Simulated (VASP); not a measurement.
Input of a VASP 6.6.1 run:

Contents of INCAR:

```
SYSTEM = GaN
PREC = Accurate
ENCUT = 520
EDIFF = 1E-7
ISMEAR = -1
SIGMA = 0.02
LREAL = .FALSE.
LASPH = .TRUE.
NELM = 80
ALGO = Fast
ISIF = 2
LWAVE = .FALSE.
LCHARG = .FALSE.
GGA = PS
LEFG = .TRUE.
```

KPOINTS

```
regular mesh
0
G
  8 8 5
  0 0 0
```

POSCAR

```
GaN
1.0
    3.1800000000      0.0000000000      0.0000000000
   -1.5900000000      2.7539607840      0.0000000000
    0.0000000000      0.0000000000      5.1660000000
Ga N
2 2
Direct
    0.3333333333      0.6666666667      0.0000000000
    0.6666666667      0.3333333333      0.5000000000
    0.3333333333      0.6666666667      0.3750000000
    0.6666666667      0.3333333333      0.8750000000
```

Potentials or basis: VASP PAW PBE potentials, release 64 (Ga_d, N).

The run is started by

```sh
$ cat potpaw_PBE.64/Ga_d/POTCAR potpaw_PBE.64/N/POTCAR > POTCAR
$ mpirun -np 1 vasp_std > vasp.out
```

Task: Predict the pressure.

Result: 0.8 GPa.

Task: Predict the largest force.

Result: 0.131 eV/Å.

Task: What does it give for the band gap on the k mesh?

Result: 1.93 eV, direct.

Electric field gradients, principal values (V/Å²):
```csv
atom,Vxx,Vyy,Vzz
1 Ga,1.185,1.194,-2.379
2 Ga,1.185,1.194,-2.379
3 N,-0.388,-0.390,0.777
4 N,-0.388,-0.390,0.777
```

Caveat: the PAW data sets were made with another functional, which shifts forces and pressure a little.

**The experiment to reproduce.**

“Studying electronic properties in GaN without electrical contacts using γ-γ vs e−-γ Perturbed Angular Correlations”, 2019, pmc:6823545 quotes, for a bulk crystal of GaN: band gap 3.503 ± 0.005 eV (direct).

A measured gap of GaN is 3.503 eV (direct; quoted in “Studying electronic properties in GaN without electrical contacts using γ-γ vs e−-γ Perturbed Angular Correlations”, 2019, pmc:6823545); the calculated 1.93 eV misses it by -1.58 eV. Spin-orbit coupling on Ga is left out. The value is that of PBEsol, without temperature or zero-point motion. Semilocal functionals fall short of measured gaps as a rule.
